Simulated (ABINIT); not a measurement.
## Sn: equation of state with PBE

Crystal: Sn.

```
CELL_PARAMETERS angstrom
0.00000 3.23334 3.23334
3.23334 0.00000 3.23334
3.23334 3.23334 0.00000
ATOMIC_POSITIONS crystal
Sn 0.75000 0.75000 0.75000
Sn 0.50000 0.50000 0.50000
```

This isn't the form of Sn at room conditions, which is tetragonal (white tin).

```yaml
Program: ABINIT 10.8.3 (patched build)
Task: equation of state
Functional: PBE
Potentials_or_basis: JTH PAW PBE v2.0
Cutoff: 599 eV
k_mesh: 7 × 7 × 7
Occupations: fermi-dirac, width 0.05 eV
Spin: no spin polarisation
```

```yaml
Equilibrium_volume: "36.85 Å³/atom (rough: see the caveat)"
Bulk_modulus: 37 GPa (rough)
```

Energy against volume, from the lowest point:
```
volume (Å³/atom)  energy (meV/atom)
          31.775             102.00
          32.451              72.84
          33.127              49.21
          33.803              30.56
          34.479              16.44
          35.155               6.38
          35.831               0.00
```

Run time: 2.4 min on 1 thread of Arm Neoverse V2, with other jobs on the host, peak memory 0.17 GiB.

Caveat: pressures at fixed basis lie under the slope of the energies; the minimum lies outside the volumes run.
